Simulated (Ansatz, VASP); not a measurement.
# Cross-check of GaN between VASP and Ansatz

Aim: how closely do two programs agree when they are given the same cell, functional and k mesh? The cell is taken from a series of runs on this material, whose earlier steps may have relaxed, scaled, displaced or heated it; both programs get it as it stands.

Calculated with Ansatz 0.2.0; plane waves, with VASP 6.6.1 beside it; single point at LDA.

### Step 1. The structure

Symmetry: Imm2, No. 44, orthorhombic system. The conventional cell has a = 3.172 Å, b = 3.219 Å, c = 4.552 Å, α = 90.00°, β = 90.00°, γ = 90.00°. Nearest to Ga lie 4 N at 1.96 to 1.97 Å. N has 4 Ga at 1.96 to 1.97 Å nearest. Farther neighbours and most contacts between anions are not listed.

As a file:

```cif
data_structure
_symmetry_space_group_name_H-M 'P 1'
_symmetry_Int_Tables_number 1
_cell_length_a 3.2072
_cell_length_b 3.2072
_cell_length_c 3.1723
_cell_angle_alpha 60.359
_cell_angle_beta 60.359
_cell_angle_gamma 60.238
_cell_volume 23.24
loop_
_atom_site_label
_atom_site_type_symbol
_atom_site_fract_x
_atom_site_fract_y
_atom_site_fract_z
_atom_site_occupancy
Ga1 Ga 0.99911 0.99911 0.00089 1
N2 N 0.25089 0.25089 0.24911 1
```

### Step 2. Ansatz: single point, LDA, pair 1

Ansatz runs on its default PAW (the set named soft_2) files.

With cell and atoms fixed, the geometry can't cause a difference; cores, projectors, grids and the points listed under the comparison can.

The input, input.yaml:

```yaml
crystal:
  lattice:
    - [-1.6094002156, -2.2760356178, 1.5861703575]
    - [1.6094002156, -2.2760356178, 1.5861703575]
    - [0.0, -3.5e-09, 3.17234072]
  atoms:
    - { symbol: Ga, position: [-0.0008936072, -0.0008936072, 0.0008936072] }
    - { symbol: "N", position: [0.2508936072, 0.2508936072, 0.2491063928] }
kpoints:
  mp_grid: { grid: [8, 8, 8] }
  band_path:
    path:
      - [[0.0, 0.0, 0.0], [0.5, 0.5, 0.0], [0.3713147, 0.3713147, -0.2573706]]
      - [[-0.3713147, -0.3713147, -0.7426294], [0.0, 0.0, 0.0], [-0.375, 0.375, 0.0]]
      - [[0.375, 0.625, 0.0], [0.5, 0.5, 0.0]]
      - [[0.0, 0.0, 0.0], [0.0, 0.0, -0.5], [-0.25, 0.25, -0.5], [0.0, 0.5, 0.0], [0.0, 0.0, 0.0], [-0.5, 0.0, -0.5], [-0.25, 0.25, -0.5]]
    npoints: 10
hamiltonian:
  xc: lda
scf:
  occupations: { method: fermi_dirac, width: 0.02 }
  n_extra_bands: 30
output:
  eigenvalues: true
  fatbands: true
```

Started as:

```sh
$ ansatz run input.yaml --threads 14 --pin off --max-ram 73728MiB --backend cpu --events-out ev --progress --plain --runs-dir out
```

Numbers of over 12 decimals in the logs are rounded to 6 here.

What it wrote:

```text
scf.n_extra_bands = 30 over 9 filled bands (N_el = 18.0): the run solves 39 bands
Engine: ansatz 0.2.0, aarch64-unknown-linux-gnu
Pseudopotentials: kind: paw
Pseudopotential: Ga, paw, valence charge 13, recommended cutoff 420 eV (normal), Ga.paw.azcp
Pseudopotential: N, paw, valence charge 5, recommended cutoff 420 eV (normal), N.paw.azcp
Functional definition: SPW92
  exchange = slater_x
  correlation = pw_c
Crystal: 2 atoms, lattice volume = 23.241 Å³
Basis set: ecut = 420 eV, 459 PW (Γ)
Bands: 39, of which v1, the nominal top of the filled ones, is band 9 counted from 1 (8 counted from 0)
Symmetry: 4 space group operations
Space group: Imm2 (ITA 44), of the structure as read, at distance tolerance 2.9e-5 Å
k-points: 95 of 512 (time reversal used)
Non-local potential: Ga, projectors of the file, l = 0: 2, l = 1: 2, l = 2: 3, l = 3: 1
Non-local potential: N, projectors of the file, l = 0: 2, l = 1: 2, l = 2: 1
PAW form: soft (Blöchl's): semilocal exchange-correlation on the pseudo side does not see the compensation charge
PAW frozen core: Ga, regenerated for the run's functional, and the local potential with it (the file was generated under x = pbe(κ = 0.804, μ = 0.219515), c = pbe(β = 0.066725))
PAW frozen core: N, regenerated for the run's functional, and the local potential with it (the file was generated under x = pbe(κ = 0.804, μ = 0.219515), c = pbe(β = 0.066725))
PAW one-centre angular grid: Ga, 590 points (default); XC on 64 Gauss nodes
PAW one-centre angular grid: N, 110 points (default); XC on 64 Gauss nodes
Initial density: superposition of atomic densities (neutral atoms: chi_scale 0, normalization atom), corrected by the library's trained network
Initial wavefunctions: pseudopotential atomic-orbital guess
Functional: x = slater, c = lda
SCF iter   1: F=—  HF=-4082.058848 eV  |F-HF|=—  |Δ(HF+E_count)|=         —  Δρ=1.34e-2  dr2=4.04e-2  ethr=1.77e-3  ⟨swp⟩=4.5  Hψ=13938  notcnv=0  defer=1858
preconditioner: auto → none  [insulator: Δε(μ)=1.462 eV  Ē_g=45.537 eV  σ=0.020 eV  W_gap=1.00  n_scr=8 (ndim 8)  ℏωp=32.7 eV  f_vac=0.001  D(μ)=0.00/eV (n_scr^D=0)  ε∞_Penn≈1.5]
SCF iter   2: F=—  HF=-4082.049195 eV  |F-HF|=—  |Δ(HF+E_count)|=   9.65e-3  Δρ=5.49e-3  dr2=8.10e-3  ethr=2.24e-4  ⟨swp⟩=1.9  Hψ=4725  notcnv=0  defer=2149
SCF iter   3: F=—  HF=-4082.047175 eV  |F-HF|=—  |Δ(HF+E_count)|=   2.02e-3  Δρ=1.38e-3  dr2=2.33e-4  ethr=4.50e-5  ⟨swp⟩=2.8  Hψ=2422  notcnv=0  defer=2385
SCF iter   4: F=—  HF=-4082.046890 eV  |F-HF|=—  |Δ(HF+E_count)|=   2.84e-4  Δρ=3.62e-4  dr2=9.33e-6  ethr=1.29e-6  ⟨swp⟩=2.0  Hψ=2603  notcnv=0  defer=2385
SCF iter   5: F=—  HF=-4082.046890 eV  |F-HF|=—  |Δ(HF+E_count)|=   3.75e-7  Δρ=2.54e-5  dr2=9.11e-8  ethr=5.18e-8  ⟨swp⟩=2.0  Hψ=1861  notcnv=0  defer=2385
SCF iter   6: F=-4082.046890 eV  HF=-4082.046890 eV  |F-HF|=2.61e-10  |Δ(HF+E_count)|=   5.18e-9  Δρ=3.62e-6  dr2=9.30e-10  ethr=5.06e-10  ⟨swp⟩=8.2  Hψ=22069  notcnv=0
SCF 1 converged in 6 iterations: F = -4082.046890 eV  dr2 = 9.30e-10
  greatest PAW one-centre occupation: 0.995 electrons in one spin orbital (limit 2), on the Ga atom at site 0 (counted from 0), in its partial waves of l = 2
NSCF: frozen V_eff on 114 k-points
SCF converged after 6 iterations
Free energy (F): -4082.046890 eV
Harris-Foulkes:  -4082.046890 eV  (|F-HF|=2.61e-10)
Internal energy: -4082.046890 eV  (E = F + TS)
E sigma→0 (E₀):  -4082.046890 eV
Fermi energy:    9.892167 eV
--- Per-component energies (eV) ---
  E_band       = -16.806562
  E_kinetic    = 245.858346
  E_local      = -1965.248581  (includes V_loc(G=0)·N_el)
  E_nonlocal   = 477.417037
  E_hartree    = 899.930083
  E_xc         = -127.426487
  E_vxc        = -133.676814  (∫ρ·V_xc dr)
  E_paw        = -2035.029931  (= ΣΔE_a)
  E_vpaw       = -441.016745  (= ΣTr[D̂ρ^β])
  E_aug_tail   = 0.000047  (compensation charges beyond the density's cutoff)
  E_ewald      = -1579.355929
  E_core_change = 1.808524  (= ΣΔE_core)
  E_smearing   = -0.000000  (= −TS)
  E_closure    = -0.000000  (closes the sum)
  Σ components = -4082.046890   (vs F -4082.046890, Δ=0.00e0)
--- Band table (eV; the first three rows and the last of 95) ---
  k-point 0: bands = [... 5 lower, -4.2221, 9.0175, 9.0255, 9.1062, 10.6776, 18.9039, 19.0910, 19.2300, ... 26 higher]
  k-point 1: bands = [... 5 lower, -4.2240, 7.5600, 8.8561, 8.8854, 11.8063, 18.4396, 19.1602, 19.3539, ... 26 higher]
  k-point 2: bands = [... 5 lower, -4.1082, 5.2513, 8.5008, 8.5137, 12.9272, 17.6121, 19.4459, 19.5191, ... 26 higher]
  k-point 94: bands = [... 5 lower, -2.3622, 2.8475, 6.3102, 6.5087, 12.3241, 15.5246, 20.3760, 22.5911, ... 26 higher]
```

The column dr2 measures how far the density is from self-consistency, as an energy; F and HF (Harris–Foulkes) agree once it is small.

### Step 3. VASP: single point, LDA, pair 1

The same cell, functional (in two slightly different forms), mesh and smearing now go to VASP, with its own data sets.

Lines of VASP's logs that name or quote its potential files are left out, and so is its time.

The input, INCAR:

```
SYSTEM = GaN
PREC = Accurate
ENCUT = 520
EDIFF = 1E-06
NELM = 120
ISMEAR = -1
SIGMA = 0.02
LREAL = .FALSE.
ALGO = Normal
GGA = PW92
NBANDS = 15
LORBIT = 11
LWAVE = .FALSE.
LCHARG = .FALSE.
ISIF = 2
LASPH = .TRUE.
GGA_COMPAT = .FALSE.
EFERMI = MIDGAP
```

The input, POSCAR:

```
GaN
1.0
   -1.6094002156     -2.2760356178      1.5861703575
    1.6094002156     -2.2760356178      1.5861703575
    0.0000000000     -0.0000000035      3.1723407200
Ga N
1 1
Direct
    0.9991063928      0.9991063928      0.0008936072
    0.2508936072      0.2508936072      0.2491063928
```

The input, KPOINTS:

```
Automatic mesh
0
Gamma
8 8 8
0 0 0
```

Potentials, in the order of the species: Ga_d and N (LDA family, release 64).

Started as:

```sh
$ mpirun -np 1 vasp_std
```

What it wrote:

```text
[banner, memory and clock lines left out]
running    1 mpi-ranks, on    1 nodes
 distrk:  each k-point on    1 cores,    1 groups
 distr:  one band on    1 cores,    1 groups

 POSCAR found type information on POSCAR GaN
 POSCAR found :  2 types and       2 ions
|                                                                             |
|               ----> ADVICE to this user running VASP <----                  |
|                                                                             |
|     You enforced a specific xc type in the INCAR file but a different       |
|     [... a line on the potential file left out ...]
|     I HOPE YOU KNOW WHAT YOU ARE DOING!                                     |
|                                                                             |

 LDA part: xc-table for (Slater(with rela. corr.)+PW92), standard interpolation
 POSCAR, INCAR and KPOINTS ok, starting setup
 FFT: planning ... GRIDC
 FFT: planning ... GRID_SOFT
 FFT: planning ... GRID
 WAVECAR not read
 entering main loop
       N       E                     dE             d eps       ncg     rms          rms(c)
DAV:   1     0.824263844994E+02    0.82426E+02   -0.95181E+03  3122   0.212E+03
DAV:   2    -0.991121112855E+01   -0.92338E+02   -0.85999E+02  3326   0.338E+02
DAV:   3    -0.158505820460E+02   -0.59394E+01   -0.59154E+01  3193   0.734E+01
DAV:   4    -0.159147508719E+02   -0.64169E-01   -0.64157E-01  3659   0.817E+00
DAV:   5    -0.159155872510E+02   -0.83638E-03   -0.83637E-03  3307   0.880E-01    0.744E+00
DAV:   6    -0.139812258444E+02    0.19344E+01   -0.52841E+00  4268   0.424E+01    0.270E+00
DAV:   7    -0.139492956927E+02    0.31930E-01   -0.25091E-01  3277   0.661E+00    0.168E+00
DAV:   8    -0.139252672139E+02    0.24028E-01   -0.81418E-02  3298   0.294E+00    0.766E-01
DAV:   9    -0.139214682850E+02    0.37989E-02   -0.11548E-02  3698   0.218E+00    0.253E-01
DAV:  10    -0.139216746616E+02   -0.20638E-03   -0.13830E-03  3557   0.489E-01    0.133E-01
DAV:  11    -0.139215630730E+02    0.11159E-03   -0.34180E-04  4283   0.359E-01    0.311E-02
DAV:  12    -0.139215648452E+02   -0.17722E-05   -0.20958E-05  3200   0.444E-02    0.444E-03
DAV:  13    -0.139215648803E+02   -0.35101E-07   -0.51128E-07  2181   0.848E-03
   1 F= -.13921565E+02 E0= -.13921565E+02  d E =-.173983E-19
```

OUTCAR, selected parts (step 3):

```text
ion  position               nearest neighbor table
   1  0.999  0.999  0.001-   2 1.96   2 1.96   2 1.97   2 1.97
   2  0.251  0.251  0.249-   1 1.96   1 1.96   1 1.97   1 1.97

  LATTYP: Found a body centered orthorhombic cell.
 ALAT       =     3.1723407200
 B/A-ratio  =     1.0146452463
 C/A-ratio  =     1.4349250708

 Subroutine GETGRP returns: Found  4 space group operations
 (whereof  4 operations were pure point group operations)

The static configuration has the point symmetry C_2v.

 Found     95 irreducible k-points:

   k-points           NKPTS =     95   k-points in BZ     NKDIM =     95   number of bands    NBANDS=     15

   dimension x,y,z NGX =    24 NGY =   24 NGZ =   24
   dimension x,y,z NGXF=    48 NGYF=   48 NGZF=   48

   ENCUT  =  520.0 eV  38.22 Ry    6.18 a.u.   5.96  5.96  5.90*2*pi/ulx,y,z

   NELECT =      18.0000    total number of electrons

 k-points in reciprocal lattice and weights: Automatic mesh
   0.00000000  0.00000000  0.00000000       0.002
   0.12500000  0.00000000  0.00000000       0.008
   0.25000000  0.00000000  0.00000000       0.008
   0.37500000  0.00000000  0.00000000       0.008
   0.50000000  0.00000000  0.00000000       0.004
   0.12500000  0.12500000  0.00000000       0.004
   0.25000000  0.12500000  0.00000000       0.008
   0.37500000  0.12500000  0.00000000       0.008
   0.50000000  0.12500000  0.00000000       0.008
[...]
0.25000000  0.25000000  0.50000000       0.004
  -0.25000000  0.25000000  0.50000000       0.004

 average (electrostatic) potential at core
       1 -64.9350       2 -62.1700

 E-fermi :   5.7150

 k-point     1 :       0.0000    0.0000    0.0000
  band No.  band energies     occupation
    ...
      5      -8.3791      2.00000
      6      -8.3787      2.00000
      7       4.8306      2.00000
      8       4.8391      2.00000
      9       4.9206      2.00000
     10       6.5095      0.00000
     11      14.7142      0.00000
     12      14.9019      0.00000
     13      15.0407      0.00000
     14      21.9657      0.00000
    ...

 k-point     2 :       0.1250    0.0000    0.0000
  band No.  band energies     occupation
    ...
      5      -8.3803      2.00000
      6      -8.3800      2.00000
      7       3.3027      2.00000
      8       4.6769      2.00000
      9       4.7647      2.00000
     10       7.6541      0.00000
     11      14.1020      0.00000
     12      15.0812      0.00000
     13      15.2677      0.00000
     14      21.7631      0.00000
    ...

 k-point     3 :       0.2500    0.0000    0.0000
  band No.  band energies     occupation
    ...
      5      -8.3738      2.00000
      6      -8.2819      2.00000
      7       0.9830      2.00000
      8       4.3244      2.00000
      9       4.4194      2.00000
     10       8.8180      0.00000
     11      13.3467      0.00000
     12      15.3236      0.00000
     13      15.4959      0.00000
     14      20.6260      0.00000
    ...

  Total       -1.4808704     -1.3008553     -0.8314887      0.0000000     -0.0000000     -0.0000000
  in kB     -102.0880032    -89.6781487    -57.3210313      0.0000000     -0.0000000     -0.0000000
  external PRESSURE =     -83.0290611 kB  Pullay stress =       0.0000000 kB

  energy-cutoff  :      520.00
  volume of cell :       23.24
      direct lattice vectors                 reciprocal lattice vectors
    -1.609400216 -2.276035618  1.586170357    -0.310674744 -0.219680218 -0.000000000
     1.609400216 -2.276035618  1.586170357     0.310674744 -0.219680218 -0.000000000
     0.000000000 -0.000000003  3.172340720     0.000000000  0.219680218  0.315224652

 POSITION                                       TOTAL-FORCE (eV/Angst)
 -----------------------------------------------------------------------------------
      0.00000     -4.54800      3.17234         0.000000      0.003329      0.000000
      0.00000     -1.14209      1.58617         0.000000     -0.003329     -0.000000
 -----------------------------------------------------------------------------------
    total drift:                               -0.000000      0.000292      0.000004

  FREE ENERGIE OF THE ION-ELECTRON SYSTEM (eV)
  ---------------------------------------------------
  free  energy   TOTEN  =       -13.9215648803 eV

  energy  without entropy=      -13.9215648803  energy(sigma->0) =      -13.92156488

 total charge
# of ion       s       p       d       tot
------------------------------------------
    1        0.797   0.891  10.166  11.854
    2        1.210   2.472   0.000   3.682
--------------------------------------------------
tot          2.007   3.363  10.166  15.536

[... 3 further parts left out ...]
```

The run ends at a pressure of -8.30 GPa, with forces up to 0.0033 eV/Å.

### Step 4. Differences

Known differences besides the potentials themselves: the cutoff is 420 eV in Ansatz and 520 eV in VASP; VASP's log shows a relativistic correction to its local exchange, Ansatz's none. Total energies have different zeros and are not compared.

The two programs side by side:

| quantity | Ansatz | VASP | difference |
| --- | --- | --- | --- |
| gap on the k mesh (eV) | 1.571 | 1.589 | -0.017 |

A gap on the mesh is an upper bound, since the band edges may lie between its points.

### Step 5. VASP: single point, LDA, pair 2

A single point gives forces, pressure and levels at one fixed geometry, so differences don't come from the geometry; what else differs is listed under the comparison. The cell compared in this pair holds 22.55 Å³, against 23.24 Å³ for the pair before.

INCAR is that of step 3.

The input, POSCAR:

```
GaN
1.0
   -1.5775309044     -2.2309656057      1.6016027191
    1.5775309044     -2.2309656057      1.6016027191
    0.0000000000     -0.0000000036      3.2032054433
Ga N
1 1
Direct
    0.0010885704      0.0010885704      0.9989114296
    0.2489114296      0.2489114296      0.2510885704
```

KPOINTS is that of step 3.

Started as:

```sh
$ mpirun -np 1 vasp_std
```

What it wrote:

```text
[banner, memory and clock lines left out]
running    1 mpi-ranks, on    1 nodes
[...]
[... a notice as in an earlier step ...]

 LDA part: xc-table for (Slater(with rela. corr.)+PW92), standard interpolation
 POSCAR, INCAR and KPOINTS ok, starting setup
[...]
entering main loop
       N       E                     dE             d eps       ncg     rms          rms(c)
DAV:   1     0.815478169444E+02    0.81548E+02   -0.95093E+03  3177   0.215E+03
DAV:   2    -0.101733169869E+02   -0.91721E+02   -0.85526E+02  3291   0.336E+02
DAV:   3    -0.159347677245E+02   -0.57615E+01   -0.57376E+01  3172   0.733E+01
DAV:   4    -0.159963781209E+02   -0.61610E-01   -0.61602E-01  3660   0.796E+00
[...]
DAV:  11    -0.139458111596E+02    0.89956E-04   -0.28288E-04  4342   0.320E-01    0.183E-02
DAV:  12    -0.139458133361E+02   -0.21766E-05   -0.20881E-05  3221   0.488E-02    0.566E-03
DAV:  13    -0.139458132434E+02    0.92746E-07   -0.59258E-07  2188   0.148E-02
   1 F= -.13945813E+02 E0= -.13945813E+02  d E =-.901933E-22
```

OUTCAR, selected parts (step 5):

```text
  Total       -0.1233924     -0.3271010     -0.7998287      0.0000000      0.0000000      0.0000000
  in kB       -8.7682584    -23.2437881    -56.8358097      0.0000000      0.0000000      0.0000000
  external PRESSURE =     -29.6159520 kB  Pullay stress =       0.0000000 kB

 POSITION                                       TOTAL-FORCE (eV/Angst)
 -----------------------------------------------------------------------------------
      0.00000     -0.00486      3.20321         0.000000     -0.003165     -0.000000
      0.00000     -1.11063      1.60160         0.000000      0.003165      0.000000
 -----------------------------------------------------------------------------------
    total drift:                                0.000000      0.000252      0.000003

  FREE ENERGIE OF THE ION-ELECTRON SYSTEM (eV)
  ---------------------------------------------------
  free  energy   TOTEN  =       -13.9458132434 eV

  energy  without entropy=      -13.9458132434  energy(sigma->0) =      -13.94581324

[... 1 part as in an earlier step ...]

[... 2 further parts left out ...]
[key lines of the parts left out:]
E-fermi :   6.1378
```

The run ends at a pressure of -2.96 GPa, with forces up to 0.0032 eV/Å.

(Continued in part 2 of 2.)

[Lines on the potential files, build, host, timing and source positions are cut from VASP's logs without a mark.]

[Logs are printed without paths, hosts, clocks, repeated set-up lines and the standing remarks that a program may print on its own settings, such as how far it seeks lower states.]

[Hosts, paths, dates, database ids (printed as entryN), source tags and the programs' standing remarks are cut or masked in the printed files.]
